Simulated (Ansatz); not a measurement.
An Ansatz (a quantum-chemistry and plane-wave program) input (PBEsol, PAW, 420 eV (Ansatz; no spin-orbit coupling), earlier PAW set):

Ansatz 0.2 input:
```yaml
crystal:
  lattice:
    - [4.1216321198, 0, 0]
    - [0, 4.2106593736, 0]
    - [0, 0, 4.1216321198]
  atoms:
    - { symbol: Ba, position: [0, 0, 0] }
    - { symbol: Sn, position: [0.5, 0.5, 0.5] }
    - { symbol: O, position: [0, 0.5, 0.5] }
    - { symbol: O, position: [0.5, 0.5, 0] }
    - { symbol: O, position: [0.5, 0, 0.5] }
basis: { ecutwfc: 420, ecutrho_ratio: 4, xc_grid: 2, fft_grid_basis: typed }
kpoints: { mp_grid: { grid: [8, 8, 8] } }
hamiltonian:
  xc: pbesol
  dispersion: none
  pseudopotentials: { azcp: { folder: ./paw }, kind: paw }
scf: { occupations: { method: fermi_dirac, width: 0.05 }, convergence: { dr2_threshold: 0.0000000005 } }
relax: { f_tol: 0.005, max_steps: 50 }
output: { forces: true, stress: true }
checkpoint: { write: state.ck, write_every: 1000 }
```

Which symmetry and how many k-points will the program report, and about how many plane waves at Γ?

Space group P4/mmm (ITA 123) with 16 operations, k-points 75 of 512, and 1367 plane waves at Γ.

And the final pressure?

-2.96 GPa (compression positive).

The cells carry an imposed strain or load. No phonon test of stability was made. The cell was made from BaSnO$_{3}$ in the cubic perovskite structure (space group Pm-3m, No. 221) by this change: uniaxial strain ε_yy = +2.16 %.
